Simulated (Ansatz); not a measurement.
**GaAs (F-43m): In in place of Ga**

What happens around In in place of Ga in GaAs (F-43m)? The defect sits in a supercell of 32 host atoms, whose cell is held.

All numbers below are computed with Ansatz 0.2.0 (DFT PBE, scalar-relativistic, plane waves, PAW).

## (1) Starting point

The cell holds 32 atoms (As16Ga15In): a = 9.952 Å, b = 9.952 Å, c = 9.952 Å, α = 109.47°, β = 109.47°, γ = 109.47°.

The coordinates of this cell stand in the input of its own run.

The host was relaxed before at PBE: a = 5.746 Å, b = 5.746 Å, c = 5.746 Å, α = 90.00°, β = 90.00°, γ = 90.00° (conventional cell), 23.714 Å³/atom.

Places, in fractions of the supercell: In in place of Ga at (0.250, 0.500, 0.250). The start keeps the symmetry of the ideal site.

Earlier runs gave the host's free energy in this supercell, -138237.745 eV.

## (2) Charge 0, atoms relaxed

File input.yaml:

```yaml
crystal:
  lattice:
    - [-5.7459815093, -5.7459815093, 5.7459815093]
    - [5.7459815093, 5.7459815093, 5.7459815093]
    - [-5.7459815093, 5.7459815093, -5.7459815093]
  atoms:
    - { symbol: In, position: [0.25, 0.5, 0.25] }
    - { symbol: Ga, position: [0.5, 0.5, 0.0] }
    - { symbol: Ga, position: [0.25, 0.75, 0.0] }
    - { symbol: Ga, position: [0.75, 0.5, 0.75] }
    - { symbol: Ga, position: [0.5, 0.75, 0.75] }
    - { symbol: Ga, position: [0.25, 0.0, 0.75] }
    - { symbol: Ga, position: [0.0, 0.5, 0.5] }
    - { symbol: Ga, position: [0.75, 0.75, 0.5] }
    - { symbol: Ga, position: [0.5, 0.0, 0.5] }
    - { symbol: Ga, position: [0.25, 0.25, 0.5] }
    - { symbol: Ga, position: [0.0, 0.75, 0.25] }
    - { symbol: Ga, position: [0.75, 0.0, 0.25] }
    - { symbol: Ga, position: [0.5, 0.25, 0.25] }
    - { symbol: Ga, position: [0.0, 0.0, 0.0] }
    - { symbol: Ga, position: [0.75, 0.25, 0.0] }
    - { symbol: Ga, position: [0.0, 0.25, 0.75] }
    - { symbol: As, position: [0.0, 0.25, 0.0] }
    - { symbol: As, position: [0.25, 0.25, 0.75] }
    - { symbol: As, position: [0.0, 0.5, 0.75] }
    - { symbol: As, position: [0.5, 0.25, 0.5] }
    - { symbol: As, position: [0.25, 0.5, 0.5] }
    - { symbol: As, position: [0.0, 0.75, 0.5] }
    - { symbol: As, position: [0.75, 0.25, 0.25] }
    - { symbol: As, position: [0.5, 0.5, 0.25] }
    - { symbol: As, position: [0.25, 0.75, 0.25] }
    - { symbol: As, position: [0.0, 0.0, 0.25] }
    - { symbol: As, position: [0.75, 0.5, 0.0] }
    - { symbol: As, position: [0.5, 0.75, 0.0] }
    - { symbol: As, position: [0.25, 0.0, 0.0] }
    - { symbol: As, position: [0.75, 0.75, 0.75] }
    - { symbol: As, position: [0.5, 0.0, 0.75] }
    - { symbol: As, position: [0.75, 0.0, 0.5] }
basis:
  ecutwfc: 420
  xc_grid: 2
kpoints:
  mp_grid: { grid: [3, 3, 3], shift: [0.0, 0.0, 0.0] }
hamiltonian:
  xc: pbe
scf:
  occupations: { method: gaussian, width: 0.05 }
output:
  forces: true
  stress: false
  eigenvalues: true
  write_density: true
  write_potential: true
  elf: true
  volumetric_format: npy
relax:
  adjacent_minimum: "off"
  f_tol: 0.03
  max_steps: 40
```

On the command line:

```sh
> ansatz run input.yaml --threads 8 --pin off --max-ram 16384MiB --backend cpu --events-out ev --progress --plain --runs-dir out
```

Output, cut to the lines that bear on the results:

```text
Warning: RAYON_NUM_THREADS=8 ignored (pool sized by the plan → 8); use --threads N
[...]
Pseudopotentials: kind: paw
Pseudopotential: In, paw, valence charge 13, recommended cutoff 420 eV (normal), In.paw.azcp
Pseudopotential: Ga, paw, valence charge 13, recommended cutoff 420 eV (normal), Ga.paw.azcp
Pseudopotential: As, paw, valence charge 15, recommended cutoff 420 eV (normal), As.paw.azcp
Functional definition: PBE
[...]
Crystal: 32 atoms, lattice volume = 758.844 Å³
Basis set: ecut = 420 eV, 14771 PW (Γ), exchange–correlation on 144×144×144 points (8 copies of the dense FFT grid, shifted against one another)
Bands: 269, of which v1, the nominal top of the filled ones, is band 224 counted from 1 (223 counted from 0)
Symmetry: 24 space group operations
Space group: I-43m (ITA 217), of the structure as read, at distance tolerance 9.1e-5 Å
k-points: 4 of 27 (time reversal used)
[...]
SCF iter   1: F=—  HF=-140051.844848 eV  |F-HF|=—  |Δ(HF+E_count)|=         —  Δρ=1.85e-3  dr2=4.76e-2  ethr=1.77e-3  ⟨swp⟩=6.0  Hψ=3877  notcnv=0  defer=2
[...]
relax step   1: F+E_penalty+E_count = -140051.81994151 eV  Δ(F+E_penalty+E_count) = +0.000e0 eV  max|allowed force component| = 8.618e-1 eV/Å  Δτ_max = 0.0000 Å  (6 SCF iters, dr2 threshold 2.25e-5 eV, accepted)
[...]
relax step   3: F+E_penalty+E_count = -140052.19309717 eV  Δ(F+E_penalty+E_count) = -3.696e-2 eV  max|allowed force component| = 3.614e-2 eV/Å  Δτ_max = 0.0505 Å  (5 SCF iters, dr2 threshold 2.78e-6 eV, accepted)
[...]
relax step   4: F+E_penalty+E_count = -140052.19392028 eV  Δ(F+E_penalty+E_count) = -8.231e-4 eV  max|allowed force component| = 3.906e-3 eV/Å  Δτ_max = 0.0062 Å  (5 SCF iters, accepted)
SCF converged after 5 iterations
Free energy (F): -140052.193920 eV
[...]
E sigma→0 (E₀):  -140052.193860 eV
Entropy (-TS):   -0.000120 eV (-0.004 meV/atom)
Fermi energy:    7.795118 eV
[...]
--- Forces (eV/Å), atoms counted from 1 ---
  atom   1  In     0.00000000    -0.00000000     0.00000000
  atom   2  Ga    -0.00390600     0.00144161    -0.00144161
  atom   3  Ga    -0.00144161     0.00390600    -0.00144161
  atom   4  Ga     0.00000000    -0.00000000    -0.00000000
  atom   5  Ga     0.00144161    -0.00144161    -0.00390600
  atom   6  Ga     0.00000000    -0.00000000     0.00000000
  atom   7  Ga    -0.00390600    -0.00144161     0.00144161
  atom   8  Ga     0.00144161    -0.00390600    -0.00144161
[...]
--- Band table (eV) ---
[...]
```

## (3) The log goes on: In_Ga, charge +0, atoms relaxed at the host's cell

The log, continued, cut to the lines that bear on the results:

```text
[...]
--- Relaxed structure (4 steps of the walk, 4 accepted, 0 SCFs on fresh bases) ---
  F+E_penalty+E_count = -140052.19392028 eV   max|allowed force component| = 3.906e-3 eV/Å
  atoms:
    - { symbol: In, position: [0.24999999999999997, 0.5, 0.25] }
    - { symbol: Ga, position: [0.5024039537686543, 0.49999999999999994, -0.00167945563477693] }
    - { symbol: Ga, position: [0.25, 0.7524039537686542, -0.0016794556347769496] }
    - { symbol: Ga, position: [0.75, 0.5, 0.75] }
    - { symbol: Ga, position: [0.501679455634777, 0.7516794556347768, 0.7540834094034312] }
    - { symbol: Ga, position: [0.25, 0.0, 0.75] }
    - { symbol: Ga, position: [-0.00167945563477693, 0.49999999999999994, 0.5024039537686543] }
    - { symbol: Ga, position: [0.7540834094034312, 0.7516794556347768, 0.501679455634777] }
[...]
    - { symbol: As, position: [0.24999999999999994, 0.4999999999999999, 0.5133169500837598] }
    - { symbol: As, position: [0.0022098726273800107, 0.7507510139869706, 0.5007510139869706] }
    - { symbol: As, position: [0.7514588586404093, 0.2492489860130293, 0.25000000000000006] }
    - { symbol: As, position: [0.5133169500837598, 0.49999999999999994, 0.25] }
    - { symbol: As, position: [0.24999999999999997, 0.7633169500837597, 0.24999999999999997] }
    - { symbol: As, position: [-0.0007510139869708055, 0.001458858640409219, 0.25] }
    - { symbol: As, position: [0.7514588586404092, 0.5, -0.0007510139869708055] }
    - { symbol: As, position: [0.5007510139869706, 0.7507510139869706, 0.0022098726273800107] }
    - { symbol: As, position: [0.25, 0.001458858640409219, -0.0007510139869708055] }
    - { symbol: As, position: [0.7485411413595906, 0.7477901273726199, 0.7485411413595906] }
    - { symbol: As, position: [0.4977901273726199, -0.0014588586404092052, 0.7485411413595906] }
    - { symbol: As, position: [0.7485411413595906, -0.0014588586404092052, 0.4977901273726199] }
```

Run time: 70 s. Hardware: 8 threads of Arm Neoverse V2, shared host; peak memory 3.7 GiB.

The steps of the relaxation:

| step | energy from step 1 (eV/cell) | largest force component (eV/Å) |
| --- | --- | --- |
| 1 | 0.0000 | 0.8618 |
| 2 | -0.3362 | 0.2108 |
| 3 | -0.3732 | 0.0361 |
| 4 | -0.3740 | 0.0039 |

Step 1 is the start.

The largest move, 0.13 Å, is shared by several atoms, As21 among them.

Result: free energy -140052.194 eV, gap on the mesh 0.18 eV.

Density in a lattice plane of the grid's cell (edges 9.95 and 9.95 Å, at 0.500 of the third edge), which holds In and Ga and As.

Ten even steps from '0' (0.01 e/Å³) to '9' (51.69 e/Å³):
```
000000000000100000100000
000000000000000000000000
000000000000000000000000
110000000000000000000000
610000000000000001810002
100000000000000000000000
000000000000000000000000
000000000000000000000000
100000210000000000000000
910002510000000000000002
000000000000000000000000
000000000000000000000000
000000000000000000000000
000000000000010000000000
000001210000530000000000
000000000000100000000000
000000000000000000000000
000000000000000000000000
000000000000000000110000
000000000001920001620000
```
Columns run along the first of these edges and rows up along the second, over one cell in 24 and 20 even steps from the bottom left corner. Atoms in the plane (fractional): In at (0.25, 0.25), Ga at (0.50, 1.00), Ga at (0.75, 0.75), Ga at (1.00, 0.50), As at (1.00, 0.75), As at (0.25, 0.51), As at (0.51, 0.25), As at (0.75, 1.00).

ELF in the same plane.

Ten even steps from ' ' (0.00) to '@' (0.76):
```
  ......        ..----....::++@@%%++==##%%++..  
==****==::      ..----------++##%%@@@@@@##--..::
##%%%%##--      ..::::::::..::==####++==--==**##
==++%%##--                    ::----....--**@@##
----##**::                  ..----  ::  --@@@@--
++%%%%==      ......        ..----....--++@@%%++
@@@@**::::==**####++::      ..----------++##%%@@
==----==##%%%%%%%%##--      ..::::::::..::==####
  ..--##@@**--==####--                  ..----::
++  ==@@%%--::==##**::                  ..----  
..--++@@%%**##%%%%==..      ....        ::----..
----++##%%@@@@%%++::..::--++++++::      ..------
::..::==++==----::--++######%%%%++..    ..::::::
    ..::--::  ..----@@%%++==##%%++..            
    ..----      ::**@@++::::####==              
    ::::--..  ::--%%@@**==##%%**..              
    ::::::------==##%%@@@@@@%%--..::==++++==::  
    ..::::::::..::==####++==--==++####%%%%##--  
                  ::----....--**@@##++++%%##==  
                ..----  ++  --%%@@------####::  
```
Columns run along the first of these edges and rows up along the second, over one cell in 24 and 20 even steps from the bottom left corner. Atoms in the plane (fractional): In at (0.25, 0.25), Ga at (0.50, 1.00), Ga at (0.75, 0.75), Ga at (1.00, 0.50), As at (1.00, 0.75), As at (0.25, 0.51), As at (0.51, 0.25), As at (0.75, 1.00).

Both are smooth fields of the valence electrons: close to the nuclei they are not physical.

Maxima of ELF outside the ion cores: 0.79 on the As–Ga line, 1.2 Å from As; 0.76 on the As–In line, 1.1 Å from As.

## (4) The neighbours

| state | neighbours of the first change (round the atom where it ends) | largest move from the ideal sites (Å) | cell moment (μB) | gap on the mesh (eV) |
| --- | --- | --- | --- | --- |
| ideal sites | 4 As at 2.49 Å |  | 0.00 |  |
| charge 0 | 4 As at 2.62 Å | 0.13 | 0.00 | 0.18 |

## (5) Outcome

| quantity | value |
| --- | --- |
| formation energy, neutral | 0.38 eV |
| largest move, neutral | 0.13 Å |

In words: With atoms taken from and given to the elements' standard states, the neutral defect costs 0.38 eV; that is one limit of the chemical potentials, and it holds no correction for gases. In the neutral cell the 4 nearest neighbours move out by 0.13 Å on average. A cell of 32 atoms is small: the defect feels its images, and no test of size was made.
